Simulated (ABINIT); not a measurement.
Runs of ABINIT 10.8.3 (patched build) on MoS2. The structure is trigonal, space group P-3m1 (No. 164). The conventional cell has a = 3.227 Å, b = 3.227 Å, c = 6.312 Å, α = 90.00°, β = 90.00°, γ = 120.00°. Mo (site symmetry -3m) has 6 S at 2.42 Å as nearest neighbours. S (site symmetry 3m) is surrounded by 3 Mo at 2.42 Å. Measurements of this composition are mostly on another form, of space group No. 194.

```tsv
task	level	potentials or basis	cell	k mesh	cutoff (eV)	cell freedom (optcell)	optimiser (ionmov)	cutoff smearing ecutsm (Ha)	force stop (Ha/bohr)	stop of the response cycle (tolvrs)	mesh quality	gap on the mesh (eV)	pressure (GPa)	relaxed volume (Å³/atom)	largest force (eV/Å)
single point	LDA	PseudoDojo NC SR LDA v0.4.1 standard	as given	7 × 7 × 3	952	-	-	-	-	-	not flagged	none	-5.9	-	0.17
relaxation of cell and atoms	LDA	PseudoDojo NC SR LDA v0.4.1 standard	relaxed	7 × 7 × 3	1088	2	2	0.5	2e-05	-	not flagged	none	0.0	(a)	-
phonons at a zone-boundary q	PBEsol	Ansatz PAW PBE default generated set, frozen core	cell relaxed at zero pressure by an earlier run	8 × 8 × 4, shifted	419	-	-	0.5	-	1e-08	not flagged	-	-0.2	-	0.01
phonons	LDA	PseudoDojo NC SR LDA v0.4.1 standard	cell relaxed at zero pressure by an earlier run	8 × 8 × 4, shifted	1088	-	-	0.5	-	1e-08	not flagged	-	-0.2	-	0.01
single point	LDA	PseudoDojo NC SR LDA v0.4.1 standard	cell relaxed	7 × 7 × 3	1088	-	-	-	-	-	coarse	none	0.0	-	-
single point	PBEsol	Ansatz PAW PBE default generated set, frozen core	cell relaxed	7 × 7 × 3	419	-	-	-	-	-	not flagged	none	0.0	-	-
relaxation of cell and atoms	PBEsol	Ansatz PAW PBE default generated set, frozen core	relaxed	7 × 7 × 3	419	2	2	0.5	2e-05	-	not flagged	none	0.0	17.47	-
```

Alike in all rows: no spin polarisation; smearing fermi-dirac 0.05 eV.

Task: Estimate the missing entries.

Result: (a) 16.45.

Caveats: some runs use coarse meshes; the PAW data sets were made with another functional, which shifts forces and pressure a little (some runs); this functional lacks dispersion, which binds the layers, so the pressure and a relaxed spacing across them are unreliable (some runs); the atomic spheres overlap (some runs); the mesh is coarse for a metal's response (some runs).

A k mesh can miss the band edges, and the runs leave out spin-orbit coupling on Mo.

A gap of «none» marks a metal or a gap under the smearing width.
